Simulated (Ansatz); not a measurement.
input.yaml (Ansatz)

```yaml
crystal:
  lattice:
    - [2.8089917482, 0.0, 0.0]
    - [-1.4044958741, 2.432658213, 0.0]
    - [0.0, 0.0, 4.5255222872]
  atoms:
    - { symbol: Rh, position: [0.3333333333, 0.6666666667, 0.25] }
    - { symbol: Rh, position: [0.6666666667, 0.3333333333, 0.75] }
hamiltonian:
  xc: revpbe
  pseudopotentials:
    kind: paw
    azcp:
      Rh: "pseudopotentials/Rh.paw.azcp"
basis:
  ecutwfc: 420
  fft_grid_basis: typed
kpoints:
  mp_grid: { grid: [15, 15, 8], shift: [0, 0, 0] }
magnetization:
  spin_polarized: false
scf:
  occupations: { method: fermi_dirac, width: 0.1 }
  lower_state_search: "off"
output:
  stress: true
  write_density: true
  write_potential: true
  elf: true
  volumetric_format: npy
```

and its output:

```
Engine: ansatz 0.2.0, aarch64-unknown-linux-gnu
Pseudopotentials: kind: paw
Pseudopotential: Rh, paw, valence charge 17, recommended cutoff 420 eV (normal) 
Functional definition: revPBE
  parameter kappa = 1.245
  parameter beta = 0.06672455060314922
  exchange = pbe_x(kappa = kappa, mu = beta*pi^2/3)
  correlation = pbe_c(beta = beta)
Crystal: 2 atoms, lattice volume = 30.924 Å³
Basis set: ecut = 420 eV, 603 PW (Γ)
Bands: 21, of which v1, the nominal top of the filled ones, is band 17 counted from 1 (16 counted from 0)
Symmetry: 24 space group operations
Space group: P63/mmc (ITA 194), of the structure as read, at distance tolerance 3.1e-5 Å
k-points: 135 of 1800
Non-local potential: Rh, projectors of the file, l = 0: 3, l = 1: 2, l = 2: 2, l = 3: 1
PAW form: soft (Blöchl's): semilocal exchange-correlation on the pseudo side does not see the compensation charge
PAW frozen core: Rh, regenerated for the run's functional, and the local potential with it (the file was generated under x = pbe(κ = 0.804, μ = 0.2195149727645171), c = pbe(β = 0.06672455060314922))
PAW one-centre angular grid: Rh, 590 points (default); XC on 64 Gauss nodes
Initial density: superposition of atomic densities (neutral atoms: chi_scale 0, normalization atom), corrected by the library's trained network
Initial wavefunctions: pseudopotential atomic-orbital guess
Functional: x = revpbe(κ = 1.245, μ = 0.2195149727645171), c = pbe(β = 0.06672455060314922)
SCF iter   1: F=—  HF=-12816.294831 eV  |F-HF|=—  |Δ(HF+E_count)|=         —  Δρ=7.00e-3  dr2=3.99e-3  ethr=1.77e-3  ⟨swp⟩=4.7  Hψ=10869  notcnv=0
SCF iter   2: F=—  HF=-12816.296051 eV  |F-HF|=—  |Δ(HF+E_count)|=   1.22e-3  Δρ=3.76e-3  dr2=1.04e-3  ethr=1.17e-5  ⟨swp⟩=2.0  Hψ=5083  notcnv=0
SCF iter   3: F=—  HF=-12816.296574 eV  |F-HF|=—  |Δ(HF+E_count)|=   5.23e-4  Δρ=4.83e-4  dr2=5.31e-5  ethr=3.05e-6  ⟨swp⟩=2.2  Hψ=3890  notcnv=0
SCF iter   4: F=—  HF=-12816.296577 eV  |F-HF|=—  |Δ(HF+E_count)|=   2.78e-6  Δρ=9.81e-5  dr2=5.33e-7  ethr=1.56e-7  ⟨swp⟩=2.0  Hψ=4158  notcnv=0
SCF iter   5: F=—  HF=-12816.296576 eV  |F-HF|=—  |Δ(HF+E_count)|=   6.86e-7  Δρ=3.88e-5  dr2=1.51e-7  ethr=1.57e-9  ⟨swp⟩=2.3  Hψ=5126  notcnv=0
SCF iter   6: F=-12816.296576 eV  HF=-12816.296576 eV  |F-HF|=9.11e-9  |Δ(HF+E_count)|=   3.97e-8  Δρ=7.33e-6  dr2=1.48e-8  ethr=2.94e-10  ⟨swp⟩=7.0  Hψ=16870  notcnv=0
SCF 1 converged in 6 iterations: F = -12816.296576 eV  dr2 = 1.48e-8
SCF converged after 6 iterations
Free energy (F): -12816.296576 eV
Harris-Foulkes:  -12816.296576 eV  (|F-HF|=9.11e-9)
Internal energy: -12816.162726 eV  (E = F + TS)
E sigma→0 (E₀):  -12816.229651 eV
Entropy (-TS):   -0.133850 eV (-66.925 meV/atom)
Fermi energy:    19.345131 eV
--- Per-component energies (eV) ---
  E_band       = -261.579042
  E_kinetic    = 1140.450825
  E_local      = -3414.195625  (includes V_loc(G=0)·N_el)
  E_nonlocal   = 708.682106
  E_hartree    = 1199.106738
  E_xc         = -441.455417
  E_vxc        = -553.367273  (∫ρ·V_xc dr)
  E_paw        = -7184.295665  (= ΣΔE_a)
  E_vpaw       = -541.372639  (= ΣTr[D̂ρ^β])
  E_aug_tail   = 0.001891  (compensation charges beyond the density's cutoff)
  E_ewald      = -4824.307855
  E_core_change = -0.149725  (= ΣΔE_core)
  E_smearing   = -0.133850  (= −TS)
  E_closure    = 0.000000  (closes the sum)
  Σ components = -12816.296576   (vs F -12816.296576, Δ=0.00e0)
--- Stress (GPa, compression-positive) ---
      -14.749685       0.000000       0.000000
        0.000000     -14.749685       0.000000
        0.000000       0.000000     -15.448817
  P = ⅓ Tr σ = -14.9827 GPa (-149.827 kbar)
--- Band table (eV; the first three rows and the last of 135) ---
  k-point 0: bands = ["-59.2491", "-59.1779", "-27.3578", "-26.9176", "-26.9176", "-26.8555", "-26.8433", "-26.8433", "12.1804", "14.0972", "16.8035", "16.8430", "16.8430", "17.2782", "17.2782", "17.7477", "17.7477", "19.4709", "19.4709", "20.2821", "26.9700"]
  k-point 1: bands = ["-59.2464", "-59.1806", "-27.3392", "-26.9148", "-26.9148", "-26.8751", "-26.8461", "-26.8461", "12.3247", "14.1294", "16.7506", "16.7819", "16.7819", "17.2160", "17.2160", "17.8970", "17.8970", "19.4621", "19.4621", "19.7051", "27.7471"]
  k-point 2: bands = ["-59.2387", "-59.1884", "-27.2859", "-26.9308", "-26.9068", "-26.9068", "-26.8542", "-26.8542", "12.7365", "14.1971", "16.6215", "16.6939", "16.6939", "17.0619", "17.0619", "18.2351", "18.2351", "18.5087", "19.4070", "19.4070", "29.5469"]
  k-point 134: bands = ["-59.1663", "-59.1663", "-27.2411", "-27.2411", "-27.1270", "-27.1270", "-26.9419", "-26.9419", "15.3009", "15.3009", "15.7821", "15.7821", "16.7327", "16.7327", "17.8362", "17.8362", "19.5234", "19.5234", "26.1730", "26.1730", "28.0664"]
```
